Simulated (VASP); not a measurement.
Input of a VASP 6.6.1 run:

INCAR

```
PREC     = Accurate       # precision mode
ENCUT    = 300            # plane-wave cutoff, eV
EDIFF    = 1E-6           # SCF threshold, eV
ISMEAR   = 0              # smearing method
SIGMA    = 0.03           # smearing width, eV
LREAL    = F              # projectors in reciprocal space
LASPH    = T              # aspherical terms in the spheres
NELM     = 80             # most SCF steps
ALGO     = Normal         # electronic algorithm
ISIF     = 3              # what is computed and relaxed
LWAVE    = F              # write WAVECAR
LCHARG   = F              # write CHGCAR
GGA      = PE             # functional
IBRION   = 2              # ionic algorithm
NSW      = 90             # ionic steps
EDIFFG   = -0.01          # ionic threshold
```

Contents of KPOINTS:

```
Automatic mesh
0
Gamma
  5 5 5
```

Contents of POSCAR:

```
Mg2Sn
1.0
    0.0000000000      3.3695000000      3.3695000000
    3.3695000000      0.0000000000      3.3695000000
    3.3695000000      3.3695000000      0.0000000000
Mg Sn
2 1
Direct
    0.2500000000      0.2500000000      0.2500000000
    0.7500000000      0.7500000000      0.7500000000
    0.0000000000      0.0000000000      0.0000000000
```

Potentials or basis: VASP PAW PBE potentials, release 64 (Mg, Sn).

Run with:

```sh
$ cat potpaw_PBE.64/Mg/POTCAR potpaw_PBE.64/Sn/POTCAR > POTCAR
$ mpirun -np 1 vasp_std > vasp.out
```

Question: Predict the band gap on the k mesh.

Answer: None (metal or under the smearing width).

Question: Estimate the relaxed cell.

Answer: a = 4.828 Å, b = 4.828 Å, c = 4.828 Å, α = 60.00°, β = 60.00°, γ = 60.00°.

Question: Estimate the space group after relaxing (to 0.05 Å).

Answer: Fm-3m (No. 225).

Question: What does it give for the relaxed volume?

Answer: 26.52 Å³/atom.

Step by step:
```tsv
step	energy change (eV)	largest force (eV/Å)	pressure (GPa)	volume (Å³)
1	0.0000	0.0000	1.71	76.51
2	-0.0152	0.0000	-0.06	79.57
```

Caveat: this crystal is a semiconductor, whose small gap the functional closes, so the metal is an error of the method. Zero-point motion and thermal expansion aren't in these numbers.
